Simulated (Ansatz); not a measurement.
Crystal: Sb.

```
Sb
1.0
     2.15420    1.24373    3.75800
    -2.15420    1.24373    3.75800
     0.00000   -2.48746    3.75800
Sb
2
Cartesian
  0.0000 0.0000 8.6416
  0.0000 0.0000 2.6324
```

| Item | Value |
| --- | --- |
| Program | Ansatz 0.2.0 |
| Task | relaxation of cell and atoms |
| Functional | PBEsol |
| Dispersion | D3(BJ) |
| Potentials or basis | all-electron LAPW, scalar-relativistic |
| Basis error allowed | 0.001 eV/atom |
| k mesh | 8 × 8 × 8 |
| Occupations | fermi-dirac, width 0.05 eV |
| Spin | no spin polarisation |

At the start: volume 30.21 Å³/atom.

Question: How do energy, volume and symmetry change on relaxing?

Answer: Over 7 steps the energy falls by 19.5 meV/atom and the volume is 28.31 Å³/atom (-6.3 %); space group R-3m (No. 166, to 0.05 Å).

Step by step:
| step | energy change (eV) | largest force (eV/Å) | volume (Å³) |
| --- | --- | --- | --- |
| 1 | 0.0000 | 0.0999 | 60.41 |
| 2 | -0.0284 | 0.1817 | 55.74 |
| 3 | -0.0375 | 0.0252 | 56.81 |
| 4 | -0.0382 | 0.0321 | 56.38 |
| 5 | -0.0389 | 0.0050 | 56.64 |
| 6 | -0.0389 | 0.0007 | 56.61 |
| 7 | -0.0389 | 0.0008 | 56.61 |

Final structure:
```
Sb
1.0
     2.13443    1.23232    3.58706
    -2.13443    1.23232    3.58706
     0.00000   -2.46463    3.58706
Sb
2
Direct
  0.76204 0.76204 0.76204
  0.23796 0.23796 0.23796
```
